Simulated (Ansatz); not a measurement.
# SnSe (Fm-3m): a single-point run

Aim: a sound single-point run of SnSe (Fm-3m). The structure is shown as the input types it.

Computed with Ansatz 0.2.0 (DFT PBE, scalar-relativistic, plane waves, PAW, unless a step's input says otherwise).

## Step 1: The structure to begin with

The structure is cubic, space group Fm-3m (No. 225). Conventional cell: a = 6.061 Å, b = 6.061 Å, c = 6.061 Å, α = 90.00°, β = 90.00°, γ = 90.00°. Sn (site symmetry m-3m) is surrounded by 6 Se at 3.03 Å. Se (site symmetry m-3m) is surrounded by 6 Sn at 3.03 Å.

As a file:

```cif
data_structure
_symmetry_space_group_name_H-M 'Fm-3m'
_symmetry_Int_Tables_number 225
_cell_length_a 6.0611
_cell_length_b 6.0611
_cell_length_c 6.0611
_cell_angle_alpha 90.000
_cell_angle_beta 90.000
_cell_angle_gamma 90.000
_cell_volume 222.66
loop_
_atom_site_label
_atom_site_type_symbol
_atom_site_symmetry_multiplicity
_atom_site_Wyckoff_symbol
_atom_site_fract_x
_atom_site_fract_y
_atom_site_fract_z
_atom_site_occupancy
Sn1 Sn 4 a 0.00000 0.00000 0.00000 1
Se1 Se 4 b 0.50000 0.00000 0.00000 1
```

## Step 2: The run

input.yaml

```yaml
crystal:
  lattice:
    - [0.0, 3.030534968, 3.030534968]
    - [3.030534968, 0.0, 3.030534968]
    - [3.030534968, 3.030534968, 0.0]
  atoms:
    - { symbol: Sn, position: [0.0, 0.0, 0.0] }
    - { symbol: Se, position: [0.5, 0.5, 0.5] }
basis:
  ecutwfc: 420
  ecutrho_ratio: 2
kpoints:
  mp_grid: { grid: [10, 10, 10] }
hamiltonian:
  xc: pbe
scf:
  occupations: { method: gaussian, width: 0.05 }
  max_iter: 50
output:
  forces: true
  stress: true
```

Run with:

```bash
ansatz run input.yaml --threads 4 --pin off --max-ram 7168MiB --backend cpu --events-out ev --progress --plain --runs-dir out
```

What happens when this is run?

The program finished normally, with warnings (cutoff below recommended). Its log warns: «basis.ecutrho_ratio = 2 (ecutrho = 840 eV) is below the records' recommended 1680 eV»

Look at the input: basis.ecutrho_ratio is 2. The grid or cutoff for the density and potential is too coarse for the wavefunction basis: a density holds Fourier components up to twice the waves' wavevector.

To check: set basis.ecutrho_ratio to 4.
